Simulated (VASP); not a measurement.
# Ge2Sb2Te5 (Cm) in VASP: reference runs

How does Ge2Sb2Te5 come out in PBEsol? The cell is run as given.

Everything below comes from runs of VASP 6.6.1. Logs are shortened: lines on timing, memory, paths and dates and some standing lists are left out, and cuts for length are marked.

## Step 1: Starting point

The structure is monoclinic, space group Cm (No. 8). The conventional cell has a = 13.678 Å, b = 6.132 Å, c = 9.672 Å, α = 90.00°, β = 134.93°, γ = 90.00°. Te (site symmetry m) is surrounded by 2 Ge at 2.85 to 3.19 Å and 3 Sb at 3.07 to 3.14 Å. Te (site symmetry m) has 2 Sb at 2.95 to 3.20 Å and 3 Ge at 3.07 to 3.08 Å as nearest neighbours. Te (site symmetry m) has 3 Ge at 2.82 to 3.07 Å and 2 Sb at 3.14 to 3.19 Å as nearest neighbours. Te (site symmetry m) has 2 Ge at 2.95 to 3.00 Å and 2 Sb at 3.02 to 3.06 Å as nearest neighbours. Te (site symmetry m) is surrounded by 3 Sb at 2.98 to 3.07 Å and 2 Ge at 3.05 to 3.20 Å. Around Sb (site symmetry m) lie 6 Te at 2.95 to 3.19 Å. Around Sb (site symmetry m) lie 6 Te at 2.98 to 3.20 Å. Ge (site symmetry m) has 6 Te at 2.82 to 3.19 Å as nearest neighbours.

The cell comes from a database or a generator and needn't be the stable form of this composition.

## Step 2: Single point, PBEsol

The input, INCAR:

```
PREC = Accurate ; ENCUT = 520
EDIFF = 1E-7 ; ISMEAR = -1
SIGMA = 0.05 ; LREAL = False
LASPH = True ; NELM = 80
ALGO = Normal ; ISIF = 2
LWAVE = False ; LCHARG = True
GGA = PS ; LVHAR = True
NBANDS = 44 ; KPAR = 4
```

The input, KPOINTS:

```
regular mesh
0
Gamma
  5 5 4
```

The input, POSCAR:

```
Ge2Sb2Te5
1.0
    6.8391360000     -3.0660060000      0.0000000000
    6.8391360000      3.0660060000      0.0000000000
   -6.8309770000      0.0000000000      6.8476090000
Te Sb Ge
5 2 2
Direct
    0.5947020000      0.5947020000      0.3864330000
    0.7952880000      0.7952880000      0.1961120000
    0.0083240000      0.0083240000      0.0064350000
    0.2065190000      0.2065190000      0.8098030000
    0.3999590000      0.3999590000      0.5971180000
    0.9017080000      0.9017080000      0.5878730000
    0.1118700000      0.1118700000      0.4173520000
    0.2842870000      0.2842870000      0.1878300000
    0.4973430000      0.4973430000      0.0110440000
```

Potentials or basis: VASP PAW PBE potentials, release 64 (Te, Sb, Ge_d).

Run with:

```bash
$ cat potpaw_PBE.64/Te/POTCAR potpaw_PBE.64/Sb/POTCAR potpaw_PBE.64/Ge_d/POTCAR > POTCAR
$ mpirun -np 4 vasp_std > vasp.out
```

OUTCAR:

```text
PREC = Accurate
   ENCUT = 520
   EDIFF = 1E-7
   ISMEAR = -1
   LREAL = False
   LASPH = True
   NELM = 80
   ISIF = 2
   GGA = PS

 ion  position               nearest neighbor table
   1  0.595  0.595  0.386-   9 2.85   7 3.07   7 3.07   6 3.14   8 3.19
   2  0.795  0.795  0.196-   6 2.95   8 3.07   8 3.07   9 3.08   7 3.20
   3  0.008  0.008  0.006-   8 2.82   9 3.07   9 3.07   7 3.14   6 3.19
   4  0.207  0.207  0.810-   9 2.95   8 3.00   7 3.02   6 3.06
   5  0.400  0.400  0.597-   7 2.98   8 3.05   6 3.07   6 3.07   9 3.20
   6  0.902  0.902  0.588-   2 2.95   4 3.06   5 3.07   5 3.07   1 3.14   3 3.19
   7  0.112  0.112  0.417-   5 2.98   4 3.02   1 3.07   1 3.07   3 3.14   2 3.20
   8  0.284  0.284  0.188-   3 2.82   4 3.00   5 3.05   2 3.07   2 3.07   1 3.19
   9  0.497  0.497  0.011-   1 2.85   4 2.95   3 3.07   3 3.07   2 3.08   5 3.20

  LATTYP: Found a base centered monoclinic cell.
 ALAT       =    13.6782720000
 B/A-ratio  =     0.4483031190
 C/A-ratio  =     0.7071235363
 COS(beta)  =    -0.7062464773

  Lattice vectors:

 A1 = (   6.8391360000,  -3.0660060000,   0.0000000000)
 A2 = (   6.8391360000,   3.0660060000,   0.0000000000)
 A3 = (  -6.8309770000,   0.0000000000,   6.8476090000)

Analysis of symmetry for initial positions (statically):
=====================================================================
 Subroutine PRICEL returns:
 Original cell was already a primitive cell.

 Routine SETGRP: Setting up the symmetry group for a
 base centered monoclinic supercell.

 Subroutine GETGRP returns: Found  2 space group operations
 (whereof  2 operations were pure point group operations)
 out of a pool of  4 trial point group operations.

The static configuration has the point symmetry C_1h.

Analysis of symmetry for dynamics (positions and initial velocities):
=====================================================================
 Subroutine PRICEL returns:
 Original cell was already a primitive cell.

 Routine SETGRP: Setting up the symmetry group for a
 base centered monoclinic supercell.

 Subroutine GETGRP returns: Found  2 space group operations
 (whereof  2 operations were pure point group operations)
 out of a pool of  4 trial point group operations.

The dynamic configuration has the point symmetry C_1h.

 Subroutine INISYM returns: Found  2 space group operations
 (whereof  2 operations are pure point group operations),
 and found     1 'primitive' translations

----------------------------------------------------------------------------------------

                                     Primitive cell

  volume of cell :     287.1727

  direct lattice vectors                    reciprocal lattice vectors
     6.839136000 -3.066006000  0.000000000     0.073108650 -0.163078611  0.072931078
     6.839136000  3.066006000  0.000000000     0.073108650  0.163078611  0.072931078
    -6.830977000  0.000000000  6.847609000     0.000000000  0.000000000  0.146036376

  length of vectors
     7.494943230  7.494943230  9.672228068     0.193024481  0.193024481  0.146036376

  position of ions in fractional coordinates (direct lattice)
     0.594702000  0.594702000  0.386433000
     0.795288000  0.795288000  0.196112000
     0.008324000  0.008324000  0.006435000
     0.206519000  0.206519000  0.809803000
     0.399959000  0.399959000  0.597118000
     0.901708000  0.901708000  0.587873000
     0.111870000  0.111870000  0.417352000
     0.284287000  0.284287000  0.187830000
     0.497343000  0.497343000  0.011044000

  ion indices of the primitive-cell ions
   primitive index   ion index
                 1           1
                 2           2
                 3           3
                 4           4
                 5           5
                 6           6
                 7           7
                 8           8
                 9           9

----------------------------------------------------------------------------------------

 KPOINTS: regular mesh

Automatic generation of k-mesh.
 Grid dimensions read from file:
 generate k-points for:    5    5    4

 Generating k-lattice:

  Cartesian coordinates                     Fractional coordinates (reciprocal lattice)
     0.014621730 -0.032615722  0.014586216     0.200000000  0.000000000 -0.000000000
     0.014621730  0.032615722  0.014586216     0.000000000  0.200000000 -0.000000000
     0.000000000  0.000000000  0.036509094     0.000000000  0.000000000  0.250000000

  Length of vectors
     0.038604896  0.038604896  0.036509094

  Shift w.r.t. Gamma in fractional coordinates (k-lattice)
     0.000000000  0.000000000  0.000000000

 Subroutine IBZKPT returns following result:
 ===========================================

 Found     33 irreducible k-points:

 Following reciprocal coordinates:
            Coordinates               Weight
  0.000000  0.000000  0.000000      1.000000
  0.200000 -0.000000  0.000000      4.000000
  0.400000 -0.000000 -0.000000      4.000000
  0.200000  0.200000  0.000000      2.000000
  0.400000  0.200000  0.000000      4.000000
 -0.400000  0.200000 -0.000000      4.000000
[... 16 lines left out ...]
 -0.200000 -0.400000  0.250000      4.000000
 -0.200000 -0.200000  0.250000      2.000000
 [... further k-points ...]
   k-points           NKPTS =     33   k-points in BZ     NKDIM =     33   number of bands    NBANDS=     44
   number of dos      NEDOS =    301   number of ions     NIONS =      9
   total plane-waves  NPLWV = 225792
   dimension x,y,z NGX =    56 NGY =   56 NGZ =   72
   dimension x,y,z NGXF=   112 NGYF=  112 NGZF=  144
   ions per type =               5   2   2
   NGX,Y,Z   is equivalent  to a cutoff of  12.42, 12.42, 12.38 a.u.
   NGXF,Y,Z  is equivalent  to a cutoff of  24.84, 24.84, 24.75 a.u.
 SYSTEM =  unknown system
   PREC   = accura    normal or accurate (medium, high low for compatibility)
   ISTART =      0    job   : 0-new  1-cont  2-samecut
   ICHARG =      2    charge: 1-file 2-atom 10-const
   ISPIN  =      1    spin polarized calculation?
   LNONCOLLINEAR =      F non collinear calculations
   LSORBIT =      F    spin-orbit coupling
   LASPH  =      T    aspherical Exc in radial PAW
   ENCUT  =  520.0 eV  38.22 Ry    6.18 a.u.  13.94 13.94 17.98*2*pi/ulx,y,z
   NELM   =     80;   NELMIN=  2; NELMDL= -5     # of ELM steps
   EDIFF  = 0.1E-06   stopping-criterion for ELM
   LREAL  =      F    real-space projection
   EDIFFG = 0.1E-05   stopping-criterion for IOM
   NSW    =      0    number of steps for IOM
   IBRION =     -1    ionic relax: 0-MD 1-quasi-New 2-CG
   NFREE  =      0    steps in history (QN), initial steepest desc. (CG)
   ISIF   =      2    stress and relaxation
   ISYM   =      2    0-nonsym 1-usesym 2-fastsym
   POTIM  = 0.5000    time-step for ionic-motion
   TEBEG  =    0.0;   TEEND  =   0.0 temperature during run
   PSTRESS=    0.0 pullay stress
   NELECT =      68.0000    total number of electrons
   NUPDOWN=      -1.0000    fix difference up-down
   EMIN   =  10.00;   EMAX   =-10.00  energy-range for DOS
   EFERMI =   0.00;   METHOD = LEGACY
   ISMEAR =    -1;   SIGMA  =   0.05  broadening in eV -4-tet -1-fermi 0-gaus
   EFERMI_NEDOS =   21; number of points for ismear=-14 and -15
   IALGO  =     38    algorithm
   IMIX   =      4    mixing-type and parameters
     AMIX     =   0.40;   BMIX     =  1.00
     AMIX_MAG =   1.60;   BMIX_MAG =  1.00
  volume/ion in A,a.u.               =      31.91       215.33
  Fermi-wavevector in a.u.,A,eV,Ry     =   1.012815  1.913943 13.956774  1.025794
  Thomas-Fermi vector in A             =   2.145947
   LORBIT       =      0    0 simple, 1 ext, 2 COOP (PROOUT), +10 PAW based schemes
   GGA     = PS    functional components
   LHFCALC =     F    Hartree Fock is set to
   AEXX    =    0.0000 exact exchange contribution
   IVDW    =     0    specifies the selected vdW correction
   LEPSILON=     F    determine dielectric tensor
   LRPA    =     F    only Hartree local field effects (RPA)
 non-spin polarized calculation
  energy-cutoff  :      520.00
  volume of cell :      287.17
 maximum number of plane-waves:      7768
   NGX = 27   NGY = 27   NGZ = 35

 number of electron      68.0000002 magnetization

 Free energy of the ion-electron system (eV)
  ---------------------------------------------------
  ext. energy  EPLUGINS =         0.00000000
  ---------------------------------------------------
  free energy    TOTEN  =       -37.00757989 eV

  energy without entropy =      -37.00203451  energy(sigma->0) =      -37.00480720

 E-fermi :   5.1661     XC(G=0):  -9.2855

 val. band max:        5.0558913003   @ k =  -0.2000   0.4000   0.2500
 cond. band min:       5.3049564548   @ k =  -0.4000   0.2000  -0.0000
 fundamental gap:      0.2490651545
 Fermi energy:         5.1661274712

 k-point     1 :       0.0000    0.0000    0.0000
  band No.  band energies     occupation
      1     -19.4517      2.00000
      2     -19.4443      2.00000
      3     -19.4404      2.00000
      4     -19.4369      2.00000
      5     -19.4366      2.00000
      6     -19.4340      2.00000
[... 36 lines left out ...]
     43       9.6958      0.00000
     44       9.8294      0.00000

 k-point     2 :       0.2000   -0.0000    0.0000
  band No.  band energies     occupation
      1     -19.4517      2.00000
      2     -19.4444      2.00000
      3     -19.4404      2.00000
      4     -19.4369      2.00000
      5     -19.4367      2.00000
      6     -19.4340      2.00000
[... 36 lines left out ...]
     43       8.9806      0.00000
     44       9.3298      0.00000

 k-point     3 :       0.4000   -0.0000   -0.0000
  band No.  band energies     occupation
      1     -19.4516      2.00000
      2     -19.4444      2.00000
      3     -19.4403      2.00000
      4     -19.4369      2.00000
      5     -19.4367      2.00000
      6     -19.4341      2.00000
[... 976 lines left out ...]
     43       8.8059      0.00000
     44       9.0389      0.00000

 k-point    24 :      -0.2000   -0.2000    0.2500
  band No.  band energies     occupation
      1     -19.4517      2.00000
      2     -19.4443      2.00000
      3     -19.4405      2.00000
      4     -19.4369      2.00000
      5     -19.4366      2.00000
      6     -19.4340      2.00000
[... 36 lines left out ...]
     43       9.4560      0.00000
     44       9.7836      0.00000

 [... further k-points ...]

------------------------ aborting loop because EDIFF is reached ----------------------------------------

  FORCE on cell =-STRESS in cart. coord.  units (eV):
  Direction    XX          YY          ZZ          XY          YZ          ZX
  --------------------------------------------------------------------------------------
  -------------------------------------------------------------------------------------
  Total       -4.0024522     -4.7663872     -4.1744847      0.0000000      0.0000000     -0.1843081
  in kB      -22.3302480    -26.5923495    -23.2900416      0.0000000      0.0000000     -1.0282812
  external PRESSURE =     -24.0708797 kB  Pullay stress =       0.0000000 kB

 VOLUME and BASIS-vectors are now :
 -----------------------------------------------------------------------------
  energy-cutoff  :      520.00
  volume of cell :      287.17
      direct lattice vectors                 reciprocal lattice vectors
     6.839136000 -3.066006000  0.000000000     0.073108650 -0.163078611  0.072931078
     6.839136000  3.066006000  0.000000000     0.073108650  0.163078611  0.072931078
    -6.830977000  0.000000000  6.847609000     0.000000000  0.000000000  0.146036376

 POSITION                                       TOTAL-FORCE (eV/Angst)
 -----------------------------------------------------------------------------------
      5.49478      0.00000      2.64614         0.072017      0.000000     -0.001767
      9.53853      0.00000      1.34290        -0.042902      0.000000      0.049918
      0.06990      0.00000      0.04406         0.070956      0.000000      0.069452
     -2.70692      0.00000      5.54521         0.050200      0.000000     -0.048889
      1.39185      0.00000      4.08883         0.020154      0.000000     -0.062647
      8.31806      0.00000      4.02552         0.042972      0.000000     -0.136088
     -1.32073      0.00000      2.85786        -0.018535      0.000000      0.051398
      2.60549      0.00000      1.28619        -0.204129      0.000000     -0.038803
      6.72735      0.00000      0.07562         0.009267      0.000000      0.117427
 -----------------------------------------------------------------------------------
    total drift:                               -0.000777      0.000000      0.000887

  FREE ENERGIE OF THE ION-ELECTRON SYSTEM (eV)
  ---------------------------------------------------
  free  energy   TOTEN  =       -37.0075798940 eV

  energy  without entropy=      -37.0020345064  energy(sigma->0) =      -37.00480720
```

Run time: 3.5 min. Hardware: 4 MPI ranks of Intel Xeon Platinum 8488C (Sapphire Rapids), shared host; peak memory 0.76 GiB.

Results:

- Free energy: -37.0076 eV
- Pressure: -2.4 GPa
- Largest force: 0.208 eV/Å
- Band gap on the k mesh: 0.25 eV, indirect (least direct gap 0.32 eV)

Forces in eV/Å, atoms in the order of the input:
```
Te   0.072  0.000 -0.002
Te  -0.043  0.000  0.050
Te   0.071  0.000  0.069
Te   0.050  0.000 -0.049
Te   0.020  0.000 -0.063
Sb   0.043  0.000 -0.136
Sb  -0.019  0.000  0.051
Ge  -0.204  0.000 -0.039
Ge   0.009  0.000  0.117
```

Stress tensor (GPa, compression positive):
```
-2.23  0.00 -0.10
 0.00 -2.66  0.00
-0.10  0.00 -2.33
```

Caveat: the PAW data sets were made with another functional, which shifts forces and pressure a little; spin-orbit coupling is left out, which moves the levels of the heavy elements; an odd mesh through Γ misses points on the zone boundary, where band edges often lie.
